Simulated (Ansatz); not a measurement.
Write the native input for Ansatz 0.2.0 that does the following.

```
Task                : relaxation of cell and atoms
Functional          : HSEsol
Potentials or basis : Ansatz PAW
Cutoff              : 420 eV (not typed: the program's choice for these potentials)
k mesh              : 4 × 4 × 5
Occupations         : fermi-dirac, width 0.05 eV
Spin                : no spin polarisation
```

Crystal: Ga.

```xyz
2
Lattice="4.4495 0.0000 0.0000 -2.2247 3.8534 0.0000 0.0000 0.0000 2.7652" Properties=species:S:1:pos:R:3 pbc="T T T"
Ga    0.0000    2.5689    1.3826
Ga    2.2248    1.2844    1.3826
```

The cell was built by a generator and needn't be a form met in nature.

One way to write it, as run:

input.yaml

```yaml
crystal:
  lattice:
    - [4.44947, 0.0, 0.0]
    - [-2.22474, 3.85336, 0.0]
    - [0.0, 0.0, 2.7652]
  atoms:
    - { symbol: Ga, position: [0.33333, 0.66667, 0.5] }
    - { symbol: Ga, position: [0.66667, 0.33333, 0.5] }
hamiltonian:
  xc:
    exchange: hjs_pbesol
    correlation: pbesol
    exx: { coeff: 0.25, omega: 0.207 }
  pseudopotentials: { kind: paw }
kpoints:
  mp_grid: { grid: [4, 4, 5] }
scf:
  occupations: { method: fermi_dirac, width: 0.05 }
output:
  forces: true
  stress: true
  eigenvalues: true
relax:
  f_tol: 0.01
  max_steps: 40
  cell: { stress_tol: 0.05 }
```

Potentials or basis: Ansatz PAW.

The run is started by

```bash
$ ansatz run input.yaml --threads 2 --pin off --max-ram 5632MiB --backend cpu --events-out ev --progress --plain --runs-dir out
```

Results of the run:

```yaml
Relaxed_volume: 22.46 Å³/atom
Relaxed_cell: a = 4.241 Å, b = 4.241 Å, c = 2.884 Å, α = 90.00°, β = 90.00°, γ = 120.00°
Space_group_after_relaxing_to_0.05_Å: P6/mmm (No. 191)
Energy_gained_by_relaxing: 28.1 meV/atom
Ionic_steps: 7
Pressure_after_relaxing: 0.0 GPa
Band_gap_on_the_k_mesh: none (metal or under the smearing width)
```

Caveat: the k mesh is coarse (spacing up to 0.45 Å⁻¹), so the values aren't converged, least of all with exact exchange; the plane-wave basis is chosen anew once the cell has moved, so the energies of steps on either side of that aren't comparable; the PAW data sets come from PBE, with cores solved anew for the run's functional, which leaves a small shift of forces and pressure.

It took 59 s on 2 threads of Arm Neoverse V2 (shared host), peak memory 0.72 GiB.
